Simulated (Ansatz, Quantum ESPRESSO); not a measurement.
Moving the pressure in SiC

The cell as given:

Space group F-43m (No. 216). a = 4.358 Å, b = 4.358 Å, c = 4.358 Å, α = 90.00°, β = 90.00°, γ = 90.00°
```csv
atom,site,symmetry,x,y,z
Si,4a,-43m,0.0000,0.0000,0.0000
C,4c,-43m,0.2500,0.2500,0.2500
```

Kept alike: task relaxation of cell and atoms; functional PBEsol; k mesh 10 × 10 × 10; occupations fermi-dirac, width 0.05 eV; no spin polarisation. Program: Ansatz, all-electron LAPW, scalar-relativistic. The mesh is that of the run's cell of 2 atoms. No spin-orbit coupling.

```csv
"pressure, P (GPa)",band gap (eV),volume (Å³/atom)
0,1.243,10.335
5,1.224,10.114
10,?,?
20,1.170,9.562
30,1.138,9.260
```

Gaps hold for each row's own relaxed cell. The relaxations keep at least the cell's symmetry (F-43m). The runs follow the start's structure, whether or not it is the stable one at these pressures. P is the pressure aimed at, which the runs meet within some hundredths to tenths of a GPa. A gap read on the mesh alone can miss an edge between its points.

Fit the rows shown and predict the run at 10 GPa.

A least-squares line through the rows shown is band gap = -0.00351 P + 1.242 (largest miss 0.0018); at P = 10 it gives 1.207 eV. Murnaghan's form V = V0 (1 + B′P/B0)^(-1/B′) through the rows shown has V0 = 10.3348, B0 = 223.1 GPa and B′ = 3.57 (largest miss 0.0005); at P = 10 it gives 9.914 Å³/atom. The run gave: band gap 1.205 eV; volume 9.913 Å³/atom.
